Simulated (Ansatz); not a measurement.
# O on Cr(110): change of the work function, part 2 of 2

Wanted: Δφ(θ) for O/Cr(110), starting from the hollow site.

Ansatz 0.2.0; plane-wave DFT, PBE-D3(BJ), Ansatz PAW.

So far, work function, upper face (eV): step 2 (the clean slab) 4.77; step 3 (17 atoms, coverage 0.25 ML, cell 2x2) 4.84; step 4 (18 atoms, coverage 0.5 ML, cell 2x2) 5.53; step 5 (5 atoms, coverage 1 ML, cell 1x1) 6.98.

### Step 6. Work function against coverage

This step: plane-wave DFT, PBE-D3(BJ), Ansatz PAW; work function against coverage (Ansatz 0.2.0).

The runs are now put side by side.

This step gave:

- work function of the clean face: 4.769 eV
- largest change of the work function: 2.210 eV

Work function of the covered face against coverage:

```csv
coverage (adsorbates/nm²),work function of the covered face (eV)
0.00,4.77
4.26,4.84
8.53,5.53
17.05,6.98
```

The dipole per adsorbate comes from the change of the cell's dipole. Coverage, by row:

```csv
coverage (1/nm²),coverage (ML),work function (eV),change (eV),"dipole per adsorbate, positive end outwards (debye)",mean height of the added atoms over the highest substrate atom (Å)
4.263,0.25,4.842,0.07365,-0.056,1.057
8.525,0.5,5.527,0.7584,-0.249,1.073
17.05,1,6.979,2.21,-0.356,1.093
```

### Step 7. The slab at 0.25 ML, atoms frozen

This step: plane-wave DFT, PBE-D3(BJ), Ansatz PAW (Ansatz 0.2.0).

System of this step: Cr16O (O/Cr(110)). The cell holds 17 atoms: 16 Cr and 1 O. Cell: a = 4.988 Å, b = 4.988 Å, c = 25.417 Å, α = 90.0°, β = 90.0°, γ = 70.5°. Vacuum lies along c.

To see where the charge goes, the covered slab, the bare substrate and the adsorbate layer are each run at the same frozen positions and on the same grid.

The input, input.yaml:

```yaml
crystal:
  lattice:
    - [4.0729350596, -2.88, 0.0]
    - [4.0729350596, 2.88, 0.0]
    - [0.0, 0.0, 25.4166440476]
  atoms:
    - { symbol: Cr, position: [0.0, 0.0, 0.3540986758] }
    - { symbol: Cr, position: [0.25, 0.25, 0.4342220597] }
    - { symbol: Cr, position: [0.0027404473, 0.0027404473, 0.5099613018] }
    - { symbol: Cr, position: [0.2379584704, 0.2379584704, 0.5888029887] }
    - { symbol: Cr, position: [0.0, 0.5, 0.3540986758] }
    - { symbol: Cr, position: [0.25, 0.75, 0.4342220597] }
    - { symbol: Cr, position: [0.0006314175, 0.499120379, 0.5133502479] }
    - { symbol: Cr, position: [0.2448756879, 0.7522860563, 0.5904946032] }
    - { symbol: Cr, position: [0.5, 0.0, 0.3540986758] }
    - { symbol: Cr, position: [0.75, 0.25, 0.4342220597] }
    - { symbol: Cr, position: [0.499120379, 0.0006314175, 0.5133502479] }
    - { symbol: Cr, position: [0.7522860563, 0.2448756879, 0.5904946032] }
    - { symbol: Cr, position: [0.5, 0.5, 0.3540986758] }
    - { symbol: Cr, position: [0.75, 0.75, 0.4342220597] }
    - { symbol: Cr, position: [0.4995515834, 0.4995515834, 0.5118989438] }
    - { symbol: Cr, position: [0.7687286207, 0.7687286207, 0.5846072102] }
    - { symbol: O, position: [0.440681536, 0.440681536, 0.6320923888] }
kpoints:
  mp_grid: { grid: [7, 7, 1] }
hamiltonian:
  xc: pbe
  dispersion: d3bj
scf:
  occupations: { method: fermi_dirac, width: 0.1 }
  convergence: { dr2_threshold: 1.0e-08 }
efield:
  axis: 3
  dipole_correction: true
  ramp_position: 0.97
  ramp_width: 0.06
output:
  write_potential: true
  write_density: true
  volumetric_format: npy
```

The run is started by

```sh
$ ansatz run input.yaml --threads 4 --pin off --max-ram 6144MiB --backend cpu --events-out ev --progress --plain --runs-dir out
```

Elapsed: 29 s, on 4 threads of Intel Xeon 6975P-C (Granite Rapids), shared host; peak memory 2.6 GiB.

Numbers from this step:

* energy at zero smearing: -54609.1577 eV
* work function, upper face: 4.843 eV
* work function, lower face: 4.909 eV
* dipole along the normal: 0.008579 e·Å
* step between the vacuum levels: -0.06617 eV

The work function of the upper face is 4.84 eV.

### Step 8. The substrate of the 0.25 ML cell alone

System of this step: O/Cr(110), substrate alone, atoms held. The cell holds 16 atoms: 16 Cr. Its edges and angles: a = 4.988 Å, b = 4.988 Å, c = 25.417 Å, α = 90.0°, β = 90.0°, γ = 70.5°. Vacuum lies along c.

The second part, atoms unmoved.

Changes to input.yaml since step 7:

```diff
@@ -22,3 +22,2 @@
     - { symbol: Cr, position: [0.7687286207, 0.7687286207, 0.5846072102] }
-    - { symbol: O, position: [0.440681536, 0.440681536, 0.6320923888] }
 kpoints:
```

Elapsed: 29 s, on 4 threads; peak memory 2.5 GiB.

Numbers from this step:

```yaml
energy_at_zero_smearing: -54039.3919 eV
work_function_upper_face: 4.806 eV
work_function_lower_face: 4.922 eV
dipole_along_the_normal: 0.01503 e·Å
step_between_the_vacuum_levels: -0.1159 eV
```

The work function of the upper face is 4.81 eV.

### Step 9. The adsorbate layer of the 0.25 ML cell alone

System of this step: O/Cr(110), adsorbate layer alone, atoms held. The cell holds 1 atom: 1 O. Its edges and angles: a = 4.988 Å, b = 4.988 Å, c = 25.417 Å, α = 90.0°, β = 90.0°, γ = 70.5°. Vacuum lies along c.

The third part; a free layer of atoms may carry a moment, so spin is on.

input.yaml, the sections that differ from step 8:

```yaml
crystal:
  lattice:
    - [4.0729350596, -2.88, 0.0]
    - [4.0729350596, 2.88, 0.0]
    - [0.0, 0.0, 25.4166440476]
  atoms:
    - { symbol: O, position: [0.440681536, 0.440681536, 0.6320923888], spin: 1.0 }
magnetization:
  spin_polarized: true
# kpoints, hamiltonian, scf, efield, output: as in step 8
```

Wall time 6.2 s (4 threads); peak memory 0.83 GiB.

This step gave:

```
energy at zero smearing : -561.8445 eV
total moment            : 2.000 μB
site moments            : 1.997 μB
dipole along the normal : 5.52e-6 e·Å
```

Site moment by atom:

```csv
atom,site moment (μB)
O1,2.00
```

The free layer carries a moment of 2.0 μB a cell.

### Step 10. Density difference at 0.25 ML

This step: plane-wave DFT, PBE-D3(BJ), Ansatz PAW; density difference on adsorption (Ansatz 0.2.0).

The densities of the parts are taken from that of the whole and averaged over planes; the first moment of what is left gives the step in the potential.

Numbers from this step:

- largest charge moved: -0.002478 e/Å²
- potential step from the moved charge: 0.04929 eV

The electron density difference oscillates, so the rows of the table below give means over windows of 1 Å about each position, cut where the curve ends. Its maxima inside the range that stand out by 2 % of the span (Å: e/Å³): 12.0: 5.3e-4, 13.0: 9.6e-4, 14.3: 0.00294, 15.7: 0.00866, 16.4: 0.00755. Its minima: 11.3: -3.1e-4, 12.6: -5.3e-4, 13.4: -5.0e-4, 14.8: -0.00638, 16.1: -0.0108, 17.5: -6.5e-4.

Planar mean, whole system less its parts. Electron density difference against z; means over each step:

z (Å), electron density difference (e/Å³) and a bar from the least value:
```
        5     0.0000 #####################
        6     0.0000 #####################
        7     0.0000 #####################
        8     0.0000 #####################
        9     0.0000 ######################
       10     0.0000 ######################
       11    -0.0002 ####################
       12     0.0003 #######################
       13     0.0001 ######################
       14     0.0016 ##############################
       15    -0.0039 
       16     0.0011 ###########################
       17     0.0015 ##############################
       18    -0.0004 ###################
       19    -0.0001 #####################
       20     0.0000 #####################
       21     0.0000 #####################
```

The electrons moved below z oscillates, so the rows of the table below give means over windows of 1 Å about each position, cut where the curve ends. Its maxima inside the range that stand out by 2 % of the span (Å: e/Å²): 10.0: 4.1e-5, 12.3: 1.5e-4, 13.1: 2.9e-4, 14.4: 0.00192, 15.8: 1.4e-4, 16.9: 6.7e-4. Its minima: 11.4: -1.6e-4, 12.7: 1.2e-5, 13.4: 1.9e-4, 15.4: -0.00241, 16.2: -0.00248.

Planar mean, whole system less its parts. Electrons moved below z against z; means over each step:

```csv
z (Å),electrons moved below z (e/Å²)
5,1.7e-7
6,-5.2e-7
7,-1.4e-5
8,-5.9e-5
9,-2.9e-5
10,2.6e-5
11,-6.6e-5
12,2.0e-5
13,1.6e-4
14,0.00101
15,-7.4e-4
16,-0.00125
17,4.4e-4
18,2.1e-4
19,2.7e-5
20,2.6e-6
21,1.2e-7
```

### Step 11. A changed input: scf.mixing.algorithm = "msr1" and scf.mixing.beta = 0.2

This step: plane-wave DFT, PBE-D3(BJ), Ansatz PAW (Ansatz 0.2.0).

System of this step: Cr4O (O/Cr(110)). The cell holds 5 atoms: 4 Cr and 1 O. Cell: a = 2.494 Å, b = 2.494 Å, c = 25.417 Å, α = 90.0°, β = 90.0°, γ = 70.5°. Vacuum lies along c.

A run with a changed input: it repeats the earlier run at 1 ML with scf.mixing.algorithm to msr1 and scf.mixing.beta to 0.2.

The input, input.yaml:

```yaml
crystal:
  lattice:
    - [2.0364675298, -1.44, 0.0]
    - [2.0364675298, 1.44, 0.0]
    - [0.0, 0.0, 25.4166440476]
  atoms:
    - { symbol: Cr, position: [0.0, 0.0, 0.3540986758] }
    - { symbol: Cr, position: [0.5, 0.5, 0.4342220597] }
    - { symbol: Cr, position: [0.0, 0.0, 0.5121623783] }
    - { symbol: Cr, position: [0.5, 0.5, 0.5864297838] }
    - { symbol: O, position: [0.84, 0.84, 0.6459013242] }
kpoints:
  mp_grid: { grid: [13, 13, 1] }
hamiltonian:
  xc: pbe
  dispersion: d3bj
scf:
  occupations: { method: fermi_dirac, width: 0.1 }
  convergence: { dr2_threshold: 1.0e-08 }
  mixing: { algorithm: msr1, beta: 0.2 }
efield:
  axis: 3
  dipole_correction: true
  ramp_position: 0.97
  ramp_width: 0.06
relax:
  f_tol: 0.02
  max_steps: 60
  constraints: [{ sites: [0, 1] }]
output:
  bader: true
  write_potential: true
  write_density: true
  volumetric_format: npy
```

It took 29 s on 4 threads; peak memory 0.6 GiB; 1.9 min of CPU time.

The steps of the relaxation:

```csv
step,energy less that of the first step (eV),largest force component (eV/Å)
1,0.0000,6.1151
2,-1.1558,3.1274
3,-1.3570,1.0736
4,-1.3844,0.0887
5,-1.3847,0.0272
6,-1.3848,0.0020
```

The run keeps the 2 symmetry operations that it works with, so distortions that break them were not tested.

The atoms that moved most (Å):

```csv
atom,dx,dy,dz,length
O5,0.172,0.000,-0.288,0.335
Cr4,0.090,0.000,0.130,0.159
Cr3,0.023,0.000,-0.005,0.024
```

Final coordinates:

```xyz
5
Lattice="2.0365 -1.4400 0.0000 2.0365 1.4400 0.0000 0.0000 0.0000 25.4166" Properties=species:S:1:pos:R:3
Cr    0.0000    0.0000    9.0000
Cr    2.0365    0.0000   11.0365
Cr    0.0233    0.0000   13.0125
Cr    2.1269    0.0000   15.0356
O     3.5931    0.0000   16.1290
```

Numbers from this step:

* energy at zero smearing: -14078.5447 eV
* work function, upper face: 6.979 eV
* work function, lower face: 4.850 eV
* dipole along the normal: -0.06902 e·Å
* step between the vacuum levels: 2.129 eV

```csv
quantity,this run,earlier run,difference
"work function, upper face (eV)",6.979,6.979,2.5e-4
"work function, lower face (eV)",4.850,4.850,-3.7e-4
dipole along the normal (e·Å),-0.06902,-0.06900,-2.0e-5
```

Nothing in the table moves by 0.01 in its unit (for the dipole 0.5 % and 5e-5 e·Å). The run took 52 SCF cycles against 54.

From the first step to the last the energy fell by 1.385 eV, and the largest move was 0.34 Å (O5).

### Step 12. The same run with other settings: efield.amplitude = -0.3

System of this step: Cr(110). The cell holds 4 atoms: 4 Cr. Its edges and angles: a = 2.494 Å, b = 2.494 Å, c = 24.109 Å, α = 90.0°, β = 90.0°, γ = 70.5°. Vacuum lies along c.

Another changed input: it repeats the earlier run at 0 ML with efield.amplitude to -0.3.

The input, input.yaml:

```yaml
crystal:
  lattice:
    - [2.0364675298, -1.44, 0.0]
    - [2.0364675298, 1.44, 0.0]
    - [0.0, 0.0, 24.1094025895]
  atoms:
    - { symbol: Cr, position: [0.0, 0.0, 0.3732983415] }
    - { symbol: Cr, position: [0.5, 0.5, 0.4577661138] }
    - { symbol: Cr, position: [0.0, 0.0, 0.5422338862] }
    - { symbol: Cr, position: [0.5, 0.5, 0.6267016585] }
kpoints:
  mp_grid: { grid: [13, 13, 1] }
hamiltonian:
  xc: pbe
  dispersion: d3bj
scf:
  occupations: { method: fermi_dirac, width: 0.1 }
  convergence: { dr2_threshold: 1.0e-08 }
efield:
  axis: 3
  dipole_correction: true
  ramp_position: 0.97
  ramp_width: 0.06
  amplitude: -0.3
relax:
  f_tol: 0.02
  max_steps: 60
  constraints: [{ sites: [0, 1] }]
output:
  write_potential: true
  write_density: true
  volumetric_format: npy
```

Run time: 12 s. Hardware: 4 threads; peak memory 0.59 GiB; 46 s of CPU time.

The steps of the relaxation:

```csv
step,energy less that of the first step (eV),largest force component (eV/Å)
1,0.0000,0.8286
2,-0.0653,0.3607
3,-0.0766,0.0129
```

The run keeps the 4 symmetry operations that it works with, so distortions that break them were not tested.

The atoms that moved most (Å):

```csv
atom,dx,dy,dz,length
Cr4,0.000,0.000,-0.203,0.203
Cr3,0.000,0.000,-0.056,0.056
```

The relaxed structure:

```xyz
4
Lattice="2.0365 -1.4400 0.0000 2.0365 1.4400 0.0000 0.0000 0.0000 24.1094" Properties=species:S:1:pos:R:3
Cr    0.0000    0.0000    9.0000
Cr    2.0365    0.0000   11.0365
Cr    0.0000    0.0000   13.0173
Cr    2.0365    0.0000   14.9068
```

This step gave:

```yaml
energy_at_zero_smearing: -13509.9102 eV
dipole_along_the_normal: -0.09016 e·Å
```

```csv
quantity,this run,earlier run,difference
dipole along the normal (e·Å),-0.09016,0.005063,-0.095
```

The applied field differs between the two, so the dipoles differ in any case.

### Step 13. Results

```json
{
  "work function of the clean face": "4.77 eV",
  "work function at 0.25 ML": "4.84 eV",
  "work function at 0.5 ML": "5.53 eV",
  "work function at 1 ML": "6.98 eV",
  "dipole per adsorbate at 0.25 ML, positive end outwards": "-0.06 D",
  "step of the potential from the moved charge at 0.25 ML, upper less lower side, atoms held": "0.0493 eV"
}
```

In words: At the lowest coverage O changes the work function of Cr(110) by under 0.15 eV, within the error of so thin a slab; the largest change, +2.21 eV, comes at higher coverage. The slab has 4 layers, at the tabulated experimental lattice constant, one starting site was run, and quantum-size effects of a slab this thin can reach one or two tenths of an eV. The main runs have no spin polarisation; a magnetic state could lie lower and would change these results.

[Logs are printed without paths, hosts, clocks, repeated set-up lines and the standing remarks that a program may print on its own settings, such as how far it seeks lower states.]

[Hosts, paths, dates, database ids (printed as entryN), source tags and the programs' standing remarks are cut or masked in the printed files.]

[Maps of the electrostatic potential energy from Ansatz leave out the sawtooth potential of an applied field or a dipole correction, so their vacuum need not be flat; planar profiles and work functions include it.]
